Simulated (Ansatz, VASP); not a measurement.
# CdS (Greenockite) in two plane-wave programs

Wanted: the spread between two codes on one cell, functional and k mesh.

Method: plane waves, with VASP 6.6.1 beside it; relaxation of cell and atoms at PBE with D3(BJ), in Ansatz 0.2.0.

**1. Starting point**

It takes space group P6_3mc (No. 186, hexagonal). Conventional cell: a = 4.137 Å, b = 4.137 Å, c = 6.714 Å, α = 90.00°, β = 90.00°, γ = 120.00°. Nearest to Cd lie 4 S at 2.52 to 2.53 Å. Nearest to S lie 4 Cd at 2.52 to 2.53 Å. Farther neighbours and most contacts between anions are not listed.

Structure file:

```xyz
4
Lattice="4.1370 0.0000 0.0000 -2.0685 3.5827 0.0000 0.0000 0.0000 6.7144" Properties=species:S:1:pos:R:3 pbc="T T T"
Cd    2.0685    1.1942    0.0000
Cd    0.0000    2.3885    3.3572
S     2.0685    1.1942    2.5179
S     0.0000    2.3885    5.8751
```

**2. VASP: relaxation of cell and atoms, PBE with D3(BJ)**

The relaxed volume is the usual yardstick between codes: its relative difference is about their pressure difference at one cell divided by the bulk modulus.

Lines of VASP's logs that name or quote its potential files are left out, and so is its time.

INCAR reads:

```
SYSTEM = CdS
PREC = Accurate
ENCUT = 520
EDIFF = 1E-06
NELM = 100
ISMEAR = -1
SIGMA = 0.05
LREAL = .FALSE.
ALGO = Normal
GGA = PE
IVDW = 12
NBANDS = 24
LORBIT = 11
LWAVE = .FALSE.
LCHARG = .FALSE.
KPAR = 2
IBRION = 2
NSW = 60
ISIF = 3
EDIFFG = -0.01
```

POSCAR reads:

```
CdS
1.0
    4.1370000000      0.0000000000      0.0000000000
   -2.0685000000      3.5827470955      0.0000000000
    0.0000000000      0.0000000000      6.7144000000
Cd S
2 2
Direct
    0.6666666667      0.3333333333      0.0000000000
    0.3333333333      0.6666666667      0.5000000000
    0.6666666667      0.3333333333      0.3750000000
    0.3333333333      0.6666666667      0.8750000000
```

KPOINTS reads:

```
Automatic mesh
0
Gamma
8 8 4
0 0 0
```

PAW data sets: Cd and S (PBE family, release 64).

Launch:

```sh
> mpirun -np 2 vasp_std
```

Numbers of over 12 decimals in the logs are rounded to 6 here.

Output:

```text
[banner, memory and clock lines left out]
running    2 mpi-ranks, on    1 nodes
 distrk:  each k-point on    1 cores,    2 groups
 distr:  one band on    1 cores,    1 groups

 POSCAR found type information on POSCAR CdS
 POSCAR found :  2 types and       4 ions
 LDA part: xc-table for (Slater+PW92), standard interpolation
 POSCAR, INCAR and KPOINTS ok, starting setup
 FFT: planning ... GRIDC
 FFT: planning ... GRID_SOFT
 FFT: planning ... GRID
 WAVECAR not read
 entering main loop
       N       E                     dE             d eps       ncg     rms          rms(c)
DAV:   1     0.250012821323E+03    0.25001E+03   -0.17747E+04  1440   0.138E+03
DAV:   2    -0.582088018335E+00   -0.25059E+03   -0.24336E+03  1664   0.339E+02
DAV:   3    -0.132126015883E+02   -0.12631E+02   -0.12586E+02  1792   0.773E+01
DAV:   4    -0.133341994752E+02   -0.12160E+00   -0.12155E+00  1728   0.751E+00
DAV:   5    -0.133363913906E+02   -0.21919E-02   -0.21917E-02  1848   0.966E-01    0.114E+01
DAV:   6    -0.122724393318E+02    0.10640E+01   -0.22100E+00  1872   0.155E+01    0.899E+00
DAV:   7    -0.122556237596E+02    0.16816E-01   -0.83083E-01  1656   0.504E+00    0.398E+00
DAV:   8    -0.122512987077E+02    0.43251E-02   -0.11201E-01  1672   0.344E+00    0.568E-01
DAV:   9    -0.122497319009E+02    0.15668E-02   -0.19435E-02  1808   0.179E+00    0.172E-01
DAV:  10    -0.122498707360E+02   -0.13884E-03   -0.15346E-03  1720   0.420E-01    0.115E-01
DAV:  11    -0.122499594726E+02   -0.88737E-04   -0.20858E-04  1816   0.100E-01    0.106E-01
DAV:  12    -0.122500101517E+02   -0.50679E-04   -0.15029E-04  1568   0.638E-02    0.261E-02
DAV:  13    -0.122500174863E+02   -0.73346E-05   -0.17952E-05  1784   0.299E-02    0.849E-03
DAV:  14    -0.122500178902E+02   -0.40394E-06   -0.35020E-06  1384   0.186E-02
   1 F= -.13472328E+02 E0= -.13472328E+02  d E =-.134723E+02
 curvature:   0.00 expect dE= 0.000E+00 dE for cont linesearch  0.000E+00
 trial: gam= 0.00000 g(F)=  0.977E-03 g(S)=  0.115E-01 ort = 0.000E+00 (trialstep = 0.100E+01)
 search vector abs. value=  0.125E-01
 bond charge predicted
       N       E                     dE             d eps       ncg     rms          rms(c)
DAV:   1    -0.123995343286E+02   -0.14952E+00   -0.30742E+00  1456   0.174E+01    0.278E+00
DAV:   2    -0.122938861333E+02    0.10565E+00   -0.29958E-01  1600   0.660E+00    0.101E+00
DAV:   3    -0.122822126472E+02    0.11673E-01   -0.28334E-02  1616   0.145E+00    0.851E-01
DAV:   4    -0.122799547054E+02    0.22579E-02   -0.27414E-03  1568   0.364E-01    0.191E-01
DAV:   5    -0.122797001688E+02    0.25454E-03   -0.85956E-04  1824   0.337E-01    0.558E-02
DAV:   6    -0.122797048567E+02   -0.46879E-05   -0.11410E-04  1592   0.103E-01    0.318E-02
DAV:   7    -0.122797063483E+02   -0.14915E-05   -0.48587E-06  1720   0.152E-02    0.419E-03
DAV:   8    -0.122797061323E+02    0.21595E-06   -0.59192E-07   944   0.669E-03
   2 F= -.13476576E+02 E0= -.13476575E+02  d E =-.424782E-02
 trial-energy change:   -0.004248  1 .order   -0.004327   -0.012503    0.003849
 step:   0.7593(harm=  0.7646)  dis= 0.00261  next Energy=   -13.477040 (dE=-0.471E-02)
 bond charge predicted
       N       E                     dE             d eps       ncg     rms          rms(c)
DAV:   1    -0.122810868462E+02   -0.13805E-02   -0.17637E-01  1456   0.412E+00    0.643E-01
DAV:   2    -0.122748476655E+02    0.62392E-02   -0.17963E-02  1592   0.162E+00    0.228E-01
DAV:   3    -0.122741949394E+02    0.65273E-03   -0.17585E-03  1640   0.352E-01    0.190E-01
DAV:   4    -0.122741103602E+02    0.84579E-04   -0.14498E-04  1568   0.903E-02    0.422E-02
DAV:   5    -0.122741021172E+02    0.82431E-05   -0.55635E-05  1824   0.881E-02    0.167E-02
DAV:   6    -0.122741038697E+02   -0.17525E-05   -0.66565E-06  1504   0.245E-02    0.709E-03
DAV:   7    -0.122741038984E+02   -0.28708E-07   -0.21635E-07   816   0.370E-03
   3 F= -.13477040E+02 E0= -.13477040E+02  d E =-.471224E-02
 curvature:  -0.38 expect dE=-0.926E-05 dE for cont linesearch -0.714E-07
 trial: gam=-0.00193 g(F)=  0.158E-04 g(S)=  0.841E-05 ort = 0.483E-04 (trialstep = 0.952E+00)
 search vector abs. value=  0.241E-04
 reached required accuracy - stopping structural energy minimisation
```

Parts of OUTCAR (step 2):

```text
ion  position               nearest neighbor table
   1  0.667  0.333  0.000-   3 2.52   4 2.53   4 2.53   4 2.53
   2  0.333  0.667  0.500-   4 2.52   3 2.53   3 2.53   3 2.53
   3  0.667  0.333  0.375-   1 2.52   2 2.53   2 2.53   2 2.53
   4  0.333  0.667  0.875-   2 2.52   1 2.53   1 2.53   1 2.53

  LATTYP: Found a hexagonal cell.
 ALAT       =     4.1370000000
 C/A-ratio  =     1.6230118443

 Subroutine GETGRP returns: Found 12 space group operations
 (whereof  6 operations were pure point group operations)

The static configuration has the point symmetry C_3v.
 The point group associated with its full space group is C_6v.

 Found     30 irreducible k-points:

   k-points           NKPTS =     30   k-points in BZ     NKDIM =     30   number of bands    NBANDS=     24

   dimension x,y,z NGX =    32 NGY =   32 NGZ =   50
   dimension x,y,z NGXF=    64 NGYF=   64 NGZF=  100

   ENCUT  =  520.0 eV  38.22 Ry    6.18 a.u.   7.69  7.69 12.48*2*pi/ulx,y,z

   NELECT =      36.0000    total number of electrons

 k-points in reciprocal lattice and weights: Automatic mesh
   0.00000000  0.00000000  0.00000000       0.004
   0.12500000  0.00000000  0.00000000       0.023
   0.25000000  0.00000000  0.00000000       0.023
   0.37500000 -0.00000000  0.00000000       0.023
   0.50000000  0.00000000  0.00000000       0.012
   0.12500000  0.12500000  0.00000000       0.023
   0.25000000  0.12500000  0.00000000       0.047
   0.37500000  0.12500000  0.00000000       0.047
   0.25000000  0.25000000  0.00000000       0.023
[...]
0.25000000  0.25000000  0.50000000       0.023
   0.37500000  0.25000000  0.50000000       0.023

 Edisp (eV)   -1.19687

 average (electrostatic) potential at core
       1 -39.3964       2 -39.3964       3 -89.2713       4 -89.2713

 E-fermi :   1.7954

 k-point     1 :       0.0000    0.0000    0.0000
  band No.  band energies     occupation
    ...
     14       0.4330      2.00000
     15       0.4330      2.00000
     16       1.1205      2.00000
     17       1.1697      1.99999
     18       1.1697      1.99999
     19       2.3535      0.00003
     20       3.9634      0.00000
     21       7.6565      0.00000
     22       7.6565      0.00000
     23       7.9364      0.00000
    ...

 k-point     2 :       0.1250    0.0000    0.0000
  band No.  band energies     occupation
    ...
     14      -0.1679      2.00000
     15       0.2474      2.00000
     16       0.3537      2.00000
     17       1.0114      2.00000
     18       1.0628      2.00000
     19       3.1401      0.00000
     20       4.5302      0.00000
     21       7.1645      0.00000
     22       7.8823      0.00000
     23       8.1046      0.00000
    ...

 k-point     3 :       0.2500    0.0000    0.0000
  band No.  band energies     occupation
    ...
     14      -1.2217      2.00000
     15      -0.7500      2.00000
     16      -0.1542      2.00000
     17       0.6808      2.00000
     18       0.8008      2.00000
     19       4.1220      0.00000
     20       5.1761      0.00000
     21       6.6769      0.00000
     22       7.5697      0.00000
     23       8.2167      0.00000
    ...

 Edisp (eV)   -1.20294

  Total      -0.01778    -0.01778     0.00810     0.00000     0.00000     0.00000
  in kB      -0.28213    -0.28213     0.12848     0.00000     0.00000     0.00000
  external pressure =       -0.15 kB  Pullay stress =        0.00 kB

  energy-cutoff  :      520.00
  volume of cell :      100.95
      direct lattice vectors                 reciprocal lattice vectors
     4.150870571  0.000000000  0.000000000     0.240913318  0.139091369 -0.000000000
    -2.075435286  3.594759362 -0.000000000     0.000000000  0.278182737  0.000000000
     0.000000000  0.000000000  6.765384702    -0.000000000  0.000000000  0.147811254

 POSITION                                       TOTAL-FORCE (eV/Angst)
 -----------------------------------------------------------------------------------
      2.07544      1.19825      6.76275        -0.000000      0.000000     -0.009056
     -0.00000      2.39651      3.38006        -0.000000      0.000000     -0.009056
      2.07544      1.19825      2.53965         0.000000     -0.000000      0.009056
     -0.00000      2.39651      5.92235         0.000000      0.000000      0.009056
 -----------------------------------------------------------------------------------
    total drift:                               -0.000000     -0.000000     -0.000586

  FREE ENERGIE OF THE ION-ELECTRON SYSTEM (eV)
  ---------------------------------------------------
  free  energy   TOTEN  =       -13.4770399657 eV

  energy  without entropy=      -13.4770398171  energy(sigma->0) =      -13.47703989

 reached required accuracy - stopping structural energy minimisation

 total charge
# of ion       s       p       d       tot
------------------------------------------
    1        0.422   0.316   9.565  10.303
    2        0.422   0.316   9.565  10.303
    3        1.324   2.398   0.000   3.721
    4        1.324   2.398   0.000   3.721
--------------------------------------------------
tot          3.490   5.428  19.130  28.048

[... 3 further parts left out ...]
```

CONTCAR:

```
CdS
   1.00000000000000
     4.1508705711176956    0.0000000000000000    0.0000000000000000
    -2.0754352855588478    3.5947593624533636   -0.0000000000000000
     0.0000000000000000    0.0000000000000000    6.7653847024292224
  Cd              S
     2     2
Direct
     0.6666666667000030    0.3333333332999970    0.9996105063260677
     0.3333333332999970    0.6666666667000030    0.4996105063260678
     0.6666666667000030    0.3333333332999970    0.3753894936739322
     0.3333333332999970    0.6666666667000030    0.8753894936739323
```

The run keeps the 12 symmetry operations of its start, so it cannot find a distortion of lower symmetry.

**3. Ansatz: relaxation of cell and atoms, PBE with D3(BJ)**

Ansatz runs on its default PAW (the set named soft_2) files.

The same cell, functional, mesh and smearing now go to Ansatz, which takes its cutoff from its data sets.

input.yaml reads:

```yaml
crystal:
  lattice:
    - [4.137, 0.0, 0.0]
    - [-2.0685, 3.5827470955, 0.0]
    - [0.0, 0.0, 6.7144]
  atoms:
    - { symbol: Cd, position: [0.6666666667, 0.3333333333, 0.0] }
    - { symbol: Cd, position: [0.3333333333, 0.6666666667, 0.5] }
    - { symbol: S, position: [0.6666666667, 0.3333333333, 0.375] }
    - { symbol: S, position: [0.3333333333, 0.6666666667, 0.875] }
hamiltonian:
  xc: pbe
  pseudopotentials: { kind: paw }
  dispersion: d3bj
kpoints:
  mp_grid: { grid: [8, 8, 4] }
scf:
  occupations: { method: fermi_dirac, width: 0.05 }
relax:
  f_tol: 0.01
  max_steps: 60
  cell: { stress_tol: 0.05 }
output:
  forces: true
  stress: true
```

Launch:

```sh
> ansatz run input.yaml --threads 4 --pin off --max-ram 9216MiB --backend cpu --events-out ev --progress --plain --runs-dir out
```

Output:

```text
Engine: ansatz 0.2.0, aarch64-unknown-linux-gnu
Pseudopotentials: kind: paw
Pseudopotential: Cd, paw, valence charge 20, recommended cutoff 420 eV (normal), Cd.paw.azcp
Pseudopotential: S, paw, valence charge 6, recommended cutoff 420 eV (normal), S.paw.azcp
Functional definition: PBE
  parameter kappa = 0.804
  parameter beta = 0.066725
  exchange = pbe_x(kappa = kappa, mu = beta*pi^2/3)
  correlation = pbe_c(beta = beta)
Crystal: 4 atoms, lattice volume = 99.520 Å³
Basis set: ecut = 420 eV, 1943 PW (Γ), exchange–correlation on 60×60×90 points (8 copies of the dense FFT grid, shifted against one another)
Bands: 32, of which v1, the nominal top of the filled ones, is band 26 counted from 1 (25 counted from 0)
Symmetry: 12 space group operations
Space group: P63mc (ITA 186), of the structure as read, at distance tolerance 4.6e-5 Å
k-points: 30 of 256 (time reversal used)
Non-local potential: Cd, projectors of the file, l = 0: 3, l = 1: 2, l = 2: 2, l = 3: 1
Non-local potential: S, projectors of the file, l = 0: 2, l = 1: 2, l = 2: 2
PAW form: soft (Blöchl's): semilocal exchange-correlation on the pseudo side does not see the compensation charge
PAW one-centre angular grid: Cd, 590 points (default); XC on 64 Gauss nodes
PAW one-centre angular grid: S, 110 points (default); XC on 64 Gauss nodes
Initial density: superposition of atomic densities (neutral atoms: chi_scale 0, normalization atom), corrected by the library's trained network
Initial wavefunctions: pseudopotential atomic-orbital guess
Functional: x = pbe(κ = 0.804, μ = 0.219515), c = pbe(β = 0.066725)
SCF iter   1: F=—  HF=-18316.844923 eV  |F-HF|=—  |Δ(HF+E_count)|=         —  Δρ=6.24e-4  dr2=4.50e-4  ethr=1.77e-3  ⟨swp⟩=6.2  Hψ=3830  notcnv=0
preconditioner: auto → Resta (q_TF=auto, 2.449 Å⁻¹)  ε∞=4.7  [insulator: Δε(μ)=1.213 eV  Ē_g=11.669 eV  σ=0.050 eV  W_gap=1.00  n_scr=22 (ndim 8)  ℏωp=22.3 eV  f_vac=0.127  D(μ)=0.00/eV (n_scr^D=0)  ε∞_Penn≈4.7]
SCF iter   2: F=—  HF=-18316.846462 eV  |F-HF|=—  |Δ(HF+E_count)|=   1.54e-3  Δρ=3.09e-4  dr2=1.13e-4  ethr=8.65e-7  ⟨swp⟩=2.8  Hψ=2020  notcnv=0
SCF iter   3: F=—  HF=-18316.846521 eV  |F-HF|=—  |Δ(HF+E_count)|=   5.91e-5  Δρ=1.16e-4  dr2=1.16e-5  ethr=2.17e-7  ⟨swp⟩=2.0  Hψ=1428  notcnv=0
SCF iter   4: F=—  HF=-18316.846535 eV  |F-HF|=—  |Δ(HF+E_count)|=   1.40e-5  Δρ=4.27e-5  dr2=1.75e-6  ethr=2.23e-8  ⟨swp⟩=2.0  Hψ=1450  notcnv=0
SCF iter   5: F=—  HF=-18316.846539 eV  |F-HF|=—  |Δ(HF+E_count)|=   3.48e-6  Δρ=9.61e-6  dr2=1.12e-7  ethr=3.37e-9  ⟨swp⟩=2.0  Hψ=1450  notcnv=0
SCF iter   6: F=-18316.846539 eV  HF=-18316.846539 eV  |F-HF|=7.36e-9  |Δ(HF+E_count)|=   1.83e-7  Δρ=2.99e-6  dr2=1.23e-8  ethr=1.92e-10  ⟨swp⟩=4.0  Hψ=3180  notcnv=0
SCF 1 converged in 6 iterations: F = -18316.846539 eV  dr2 = 1.23e-8
  greatest PAW one-centre occupation: 1.000 electrons in one spin orbital (limit 2), on the Cd atom at site 0 (counted from 0), in its partial waves of l = 0
relax step   1: F+E_penalty+E_count = -18316.84653888 eV  Δ(F+E_penalty+E_count) = +0.000e0 eV  max|allowed force component| = 6.969e-2 eV/Å  Δτ_max = 0.0000 Å  P = +0.483 GPa  Ω = 99.520 Å³  (6 SCF iters, dr2 threshold 1.00e-7 eV, accepted)
[...]
relax step   2: F+E_penalty+E_count = -18316.84852624 eV  Δ(F+E_penalty+E_count) = -1.987e-3 eV  max|allowed force component| = 2.218e-2 eV/Å  Δτ_max = 0.0013 Å  P = -0.005 GPa  Ω = 100.325 Å³  energy of the carried Pulay correction = -1.836e-4 eV  (5 SCF iters, dr2 threshold 4.00e-7 eV, accepted)
[...]
relax step   3: F+E_penalty+E_count = -18316.84861476 eV  Δ(F+E_penalty+E_count) = -8.852e-5 eV  max|allowed force component| = 6.468e-3 eV/Å  Δτ_max = 0.0014 Å  P = -0.007 GPa  Ω = 100.329 Å³  energy of the carried Pulay correction = -1.845e-4 eV  (4 SCF iters, dr2 threshold 3.07e-8 eV, accepted)
[...]
relax step   4: F+E_penalty+E_count = -18316.84879680 eV  Δ(F+E_penalty+E_count) = -1.820e-4 eV  max|allowed force component| = 6.474e-3 eV/Å  Δτ_max = 0.0000 Å  P = -0.007 GPa  Ω = 100.329 Å³  stress off target by 1.11e-2 GPa  SCF on the basis re-selected at this cell (its energy is not comparable with the rows above)  (5 SCF iters)
basis re-selected at this cell: Δ(F+E_penalty+E_count) = -1.820e-4 eV, ΔP = -0.001 GPa vs the last step (what re-selecting the basis moved, of the pressure what is left beyond the Pulay correction that the steps carried, after the strain that the cell walked since its last selection, with what the two solves' SCF thresholds leave and, on support functions, any second-order correction that the steps lacked; it is no measure of the basis error at this ecutwfc). The dense FFT grid was sized anew with the basis: this SCF ran on 30×30×48 points, the steps before it on 30×30×45, so part of this shift can come from that change (see relax.cell in the input reference). [rest of the remark cut]
SCF converged after 5 iterations
Free energy (F): -18316.848797 eV
Harris-Foulkes:  -18316.848797 eV  (|F-HF|=1.09e-11)
Internal energy: -18316.848797 eV  (E = F + TS)
E sigma→0 (E₀):  -18316.848797 eV
Entropy (-TS):   -0.000000 eV (-0.000 meV/atom)
Fermi energy:    7.387076 eV
--- Per-component energies (eV) ---
  E_band       = -1019.756869
  E_kinetic    = 1223.547426
  E_local      = -8066.932411  (includes V_loc(G=0)·N_el)
  E_nonlocal   = 124.353201
  E_hartree    = 3704.042622
  E_xc         = -547.716981
  E_vxc        = -618.126513  (∫ρ·V_xc dr)
  E_paw        = -9367.633170  (= ΣΔE_a)
  E_vpaw       = -1090.683752  (= ΣTr[D̂ρ^β])
  E_aug_tail   = 0.000031  (compensation charges beyond the density's cutoff)
  E_ewald      = -5385.297947
  E_disp       = -1.211569  (pairwise vdW)
  E_smearing   = -0.000000  (= −TS)
  E_closure    = -0.000000  (closes the sum)
  Σ components = -18316.848797   (vs F -18316.848797, Δ=0.00e0)
--- Forces (eV/Å), atoms counted from 1 ---
  atom   1  Cd     0.00000000     0.00000000    -0.00647340
  atom   2  Cd     0.00000000    -0.00000000    -0.00647340
  atom   3  S     -0.00000000     0.00000000     0.00647413
  atom   4  S      0.00000000    -0.00000000     0.00647413
  max |Σ_I F_I| component: 1.45e-6 eV/Å
--- Stress (GPa, compression-positive) ---
       -0.011071       0.000000      -0.000000
        0.000000      -0.011071       0.000000
       -0.000000       0.000000       0.000398
  P = ⅓ Tr σ = -0.0072 GPa (-0.072 kbar)
--- Relaxed structure (3 steps of the walk, 3 accepted, 1 SCFs on fresh bases) ---
  F+E_penalty+E_count = -18316.84879680 eV   max|allowed force component| = 6.474e-3 eV/Å   (the final SCF, on the basis selected at the relaxed cell)
  cell:  # Å, volume = 100.3289 Å³
    - [4.141994, 0, 0]
    - [-2.070997, 3.587072, 0]
    - [0, 0.0, 6.752684]
  atoms:
    - { symbol: Cd, position: [0.666667, 0.333333, -0.000397126] }
    - { symbol: Cd, position: [0.333333, 0.666667, 0.499603] }
    - { symbol: S, position: [0.666667, 0.333333, 0.375397] }
    - { symbol: S, position: [0.333333, 0.666667, 0.875397] }
```

Elapsed: 5.9 s, on 4 threads of Arm Neoverse V1, shared host; peak memory 0.41 GiB.

**4. Comparison**

Known differences besides the potentials themselves: both relaxations stop at a tolerance, which leaves soft axes loose, and VASP keeps its plane-wave basis; the data sets hold 52 valence electrons in Ansatz (default PAW (the set named soft_2) files) and 36 in VASP; the cutoff is 420 eV in Ansatz and 520 eV in VASP; VASP leaves aspherical gradient terms in its spheres out (LASPH is not set), Ansatz keeps them; Ansatz adds a Pulay correction to the stress that steers its cell, VASP none. Total energies have different zeros and are not compared.

The two programs side by side:

```tsv
quantity	Ansatz	VASP	difference
volume (Å³)	100.33	100.95	-0.61 %
edge a after relaxation, in the typed setting (Å)	4.142	4.151	-0.21 %
edge c after relaxation, in the typed setting (Å)	6.753	6.765	-0.19 %
```

The walks stopped with -0.01 GPa left in Ansatz and -0.01 GPa in VASP; each walk ends within a tolerance, so the volume difference is uncertain by about these residues over the bulk modulus, most in soft cells.

**5. What came out**

| Property | Result |
| --- | --- |
| difference in volume (relaxation of cell and atoms, PBE with D3(BJ)) | -0.61 % |

In words: The difference in volume is -0.61 % (relaxation of cell and atoms, PBE with D3(BJ)), within the 1.2 % picked in this series as the mark of a large difference, as far as the stopping tolerances let one tell. How closely two codes agree says nothing of how well the functional describes the real material.

[Lines on the potential files, build, host, timing and source positions are cut from VASP's logs without a mark.]

[Logs are printed without paths, hosts, clocks, repeated set-up lines and the standing remarks that a program may print on its own settings, such as how far it seeks lower states.]

[Hosts, paths, dates, database ids (printed as entryN), source tags and the programs' standing remarks are cut or masked in the printed files.]
